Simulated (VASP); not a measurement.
# SiGe3 (R-3m) in VASP: further runs, part 2 of 2

VASP 6.6.1. Earlier steps stand in the parts before.

## (3) Dielectric tensor, PBEsol

Contents of INCAR:

```
ALGO = Normal
EDIFF = 1E-8
ENCUT = 600
GGA = PS
ISIF = 2
ISMEAR = 0
KPAR = 4
LASPH = True
LCHARG = False
LEPSILON = True
LREAL = False
LWAVE = False
NELM = 80
PREC = Accurate
SIGMA = 0.03
```

Contents of KPOINTS:

```
k-points
0
Gamma
  6 6 6
```

Contents of POSCAR:

```
SiGe3                                   
1.0
    5.6052710408     -0.0009368144     -0.0009368144
    0.0009368144     -5.6052710408      0.0009368144
    0.0009368144      0.0009368144     -5.6052710408
  Si              Ge            
     2     6
Direct
     0.0026618442612208    0.4973381557387792    0.4973381557387792
     0.2473381557387792    0.2526618442612208    0.2526618442612208
     0.4970977418163863    0.0029022581836137    0.4971471638845037
     0.4970977418163863    0.4971471638845037    0.0029022581836137
     0.0028528361154963    0.0029022581836137    0.0029022581836137
     0.7529022581836138    0.7470977418163862    0.2528528361154963
     0.7529022581836138    0.2528528361154963    0.7470977418163862
     0.2471471638845037    0.7470977418163862    0.7470977418163862
```

Potentials or basis: VASP PAW PBE potentials, release 64 (Si, Ge_d).

Launch:

```bash
cat potpaw_PBE.64/Si/POTCAR potpaw_PBE.64/Ge_d/POTCAR > POTCAR
mpirun -np 4 vasp_std > vasp.out
```

OUTCAR:

```text
EDIFF = 1E-8
   ENCUT = 600
   GGA = PS
   ISIF = 2
   ISMEAR = 0
   LASPH = True
   LEPSILON = True
   LREAL = False
   NELM = 80
   PREC = Accurate

 ion  position               nearest neighbor table
   1  0.003  0.497  0.497-   2 2.37   6 2.41   7 2.41   8 2.41
   2  0.247  0.253  0.253-   1 2.37   3 2.41   4 2.41   5 2.41
   3  0.497  0.003  0.497-   2 2.41   6 2.45   7 2.45   8 2.45
   4  0.497  0.497  0.003-   2 2.41   7 2.45   6 2.45   8 2.45
   5  0.003  0.003  0.003-   2 2.41   8 2.45   7 2.45   6 2.45
   6  0.753  0.747  0.253-   1 2.41   3 2.45   4 2.45   5 2.45
   7  0.753  0.253  0.747-   1 2.41   4 2.45   3 2.45   5 2.45
   8  0.247  0.747  0.747-   1 2.41   5 2.45   4 2.45   3 2.45

  LATTYP: Found a trigonal (rhomboedric) cell.
 ALAT       =     5.6052711974
 COS(alpha) =    -0.0003342340

  Lattice vectors:

 A1 = (   0.0009368144,  -5.6052710408,   0.0009368144)
 A2 = (  -5.6052710408,   0.0009368144,   0.0009368144)
 A3 = (   0.0009368144,   0.0009368144,  -5.6052710408)

Analysis of symmetry for initial positions (statically):
=====================================================================
 Subroutine PRICEL returns:
 Original cell was already a primitive cell.

 Routine SETGRP: Setting up the symmetry group for a
 trigonal (rhombohedral) supercell.

 Subroutine GETGRP returns: Found 12 space group operations
 (whereof  2 operations were pure point group operations)
 out of a pool of 12 trial point group operations.

The static configuration has the point symmetry C_1h.
 The point group associated with its full space group is D_3d.

Analysis of symmetry for dynamics (positions and initial velocities):
=====================================================================
 Subroutine PRICEL returns:
 Original cell was already a primitive cell.

 Routine SETGRP: Setting up the symmetry group for a
 trigonal (rhombohedral) supercell.

 Subroutine GETGRP returns: Found 12 space group operations
 (whereof  2 operations were pure point group operations)
 out of a pool of 12 trial point group operations.

The dynamic configuration has the point symmetry C_1h.
 The point group associated with its full space group is D_3d.

 Subroutine INISYM returns: Found 12 space group operations
 (whereof  2 operations are pure point group operations),
 and found     1 'primitive' translations

----------------------------------------------------------------------------------------

                                     Primitive cell

  volume of cell :     176.1124

  direct lattice vectors                    reciprocal lattice vectors
     5.605271041 -0.000936814 -0.000936814     0.178403515  0.000029822  0.000029822
     0.000936814 -5.605271041  0.000936814    -0.000029822 -0.178403515 -0.000029822
     0.000936814  0.000936814 -5.605271041    -0.000029822 -0.000029822 -0.178403515

  length of vectors
     5.605271197  5.605271197  5.605271197     0.178403520  0.178403520  0.178403520

  position of ions in fractional coordinates (direct lattice)
[... 1549 lines left out ...]
     0.000936814 -5.605271041  0.000936814    -0.000029822 -0.178403515 -0.000029822
     0.000936814  0.000936814 -5.605271041    -0.000029822 -0.000029822 -0.178403515

 POSITION                                       TOTAL-FORCE (eV/Angst)
 -----------------------------------------------------------------------------------
      0.01585     -2.78725     -2.78725         0.000287      0.000287      0.000287
      1.38687     -1.41623     -1.41623        -0.000287     -0.000287     -0.000287
      2.78684     -0.01627     -2.78711        -0.000181     -0.000181     -0.000107
      2.78684     -2.78711     -0.01627        -0.000181     -0.000107     -0.000181
      0.01600     -0.01627     -0.01627        -0.000107     -0.000181     -0.000181
      4.22116     -4.18815     -1.41731         0.000181      0.000181      0.000107
      4.22116     -1.41731     -4.18815         0.000181      0.000107      0.000181
      1.38673     -4.18722     -4.18722         0.000107      0.000181      0.000181
 -----------------------------------------------------------------------------------
    total drift:                               -0.000000     -0.000000     -0.000000

  FREE ENERGIE OF THE ION-ELECTRON SYSTEM (eV)
  ---------------------------------------------------
  free  energy   TOTEN  =       -41.0447873469 eV

  energy  without entropy=      -41.0447873463  energy(sigma->0) =      -41.04478735

 HEAD OF MICROSCOPIC STATIC DIELECTRIC TENSOR (INDEPENDENT PARTICLE, excluding Hartree and local field effects)
 ------------------------------------------------------
          21.893272     0.162713     0.162713
           0.162713    21.893272     0.162713
           0.162713     0.162713    21.893272
 ------------------------------------------------------

 Free energy of the ion-electron system (eV)
  ---------------------------------------------------
  ---------------------------------------------------
  free energy    TOTEN  =       -10.35888389 eV

  energy without entropy =      -10.35888389

------------------------ aborting loop because EDIFF is reached ----------------------------------------

--------------------------------------- Ionic step        2  -------------------------------------------

------------------------ aborting loop because EDIFF is reached ----------------------------------------

--------------------------------------- Ionic step        3  -------------------------------------------

 Free energy of the ion-electron system (eV)
  ---------------------------------------------------
  ---------------------------------------------------
  free energy    TOTEN  =       -10.35774445 eV

  energy without entropy =      -10.35774445

------------------------ aborting loop because EDIFF is reached ----------------------------------------

 PIEZOELECTRIC TENSOR FIELD DIRECTION 3  (e Angst)
 -----------------------------------------------------------------------------
    -0.00556 -0.00331  0.00942           ( -0.00003  0.00001 -0.00003)
    -0.00331 -0.00556  0.00942           (  0.00001 -0.00003 -0.00003)
     0.00943  0.00943  0.01534           ( -0.00003 -0.00003  0.00003)

 PIEZOELECTRIC TENSOR FIELD DIRECTION 3  (C/m^2)
 -----------------------------------------------------------------------------
    -0.00051 -0.00030  0.00086
    -0.00030 -0.00051  0.00086
     0.00086  0.00086  0.00140

 MACROSCOPIC STATIC DIELECTRIC TENSOR (including local field effects in DFT)
 ------------------------------------------------------
          21.168770     0.163509     0.163509
           0.163509    21.168770     0.163509
           0.163509     0.163509    21.168770
 ------------------------------------------------------

 PIEZOELECTRIC TENSOR (including local field effects)  for field in x, y, z        (e  Angst)
          XX          YY          ZZ          XY          YZ          ZX
  --------------------------------------------------------------------------------
  x     0.00000     0.00000    -0.00000     0.00000     0.00000    -0.00000
  y     0.00000     0.00000    -0.00000    -0.00000     0.00000     0.00000
  z     0.00000     0.00000    -0.00000     0.00000    -0.00000     0.00000

 PIEZOELECTRIC TENSOR (including local field effects)  for field in x, y, z        (C/m^2)
          XX          YY          ZZ          XY          YZ          ZX
  --------------------------------------------------------------------------------
  x     0.00000     0.00000    -0.00000     0.00000     0.00000    -0.00000
  y     0.00000     0.00000    -0.00000    -0.00000     0.00000     0.00000
  z     0.00000     0.00000    -0.00000     0.00000    -0.00000     0.00000

 BORN EFFECTIVE CHARGES (including local field effects) (in |e|, cummulative output)
 ---------------------------------------------------------------------------------
 ion    1
    1    -0.16667    -0.05179    -0.05179
    2    -0.05179    -0.16667    -0.05179
    3    -0.05179    -0.05179    -0.16667
 ion    2
    1    -0.16667    -0.05179    -0.05179
    2    -0.05179    -0.16667    -0.05179
    3    -0.05179    -0.05179    -0.16667
 ion    3
    1     0.11979    -0.04258     0.03941
    2    -0.04258     0.11979     0.03941
    3     0.05496     0.05496    -0.07292
 ion    4
    1     0.11979     0.03941    -0.04258
    2     0.05496    -0.07292     0.05496
    3    -0.04258     0.03941     0.11979
 ion    5
    1    -0.07292     0.05496     0.05496
    2     0.03941     0.11979    -0.04258
    3     0.03941    -0.04258     0.11979
 ion    6
    1     0.11979    -0.04258     0.03941
    2    -0.04258     0.11979     0.03941
    3     0.05496     0.05496    -0.07292
 ion    7
    1     0.11979     0.03941    -0.04258
    2     0.05496    -0.07292     0.05496
    3    -0.04258     0.03941     0.11979
 ion    8
    1    -0.07292     0.05496     0.05496
    2     0.03941     0.11979    -0.04258
    3     0.03941    -0.04258     0.11979
```

It took 38 min on 4 MPI ranks of AMD EPYC 7R43 (Zen 3), shared host; peak memory 1.7 GiB.

What came out:

- Band gap on the k mesh: 0.22 eV, indirect (least direct gap 0.48 eV)
- Electronic dielectric tensor (diagonal): 21.17
- Born charges (mean of the diagonal): Si -0.17; Ge +0.06 e

Electronic dielectric tensor:
```
21.17  0.16  0.16
 0.16 21.17  0.16
 0.16  0.16 21.17
```

Born effective charge tensors (e):
atom 1, Si
```
-0.17 -0.05 -0.05
-0.05 -0.17 -0.05
-0.05 -0.05 -0.17
```
atom 2, Si
```
-0.17 -0.05 -0.05
-0.05 -0.17 -0.05
-0.05 -0.05 -0.17
```
atom 3, Ge
```
 0.12 -0.04  0.04
-0.04  0.12  0.04
 0.05  0.05 -0.07
```
atom 4, Ge
```
 0.12  0.04 -0.04
 0.05 -0.07  0.05
-0.04  0.04  0.12
```
atom 5, Ge
```
-0.07  0.05  0.05
 0.04  0.12 -0.04
 0.04 -0.04  0.12
```
atom 6, Ge
```
 0.12 -0.04  0.04
-0.04  0.12  0.04
 0.05  0.05 -0.07
```
atom 7, Ge
```
 0.12  0.04 -0.04
 0.05 -0.07  0.05
-0.04  0.04  0.12
```
atom 8, Ge
```
-0.07  0.05  0.05
 0.04  0.12 -0.04
 0.04 -0.04  0.12
```

Caveat: the gap is small at this level, which inflates the dielectric constant.
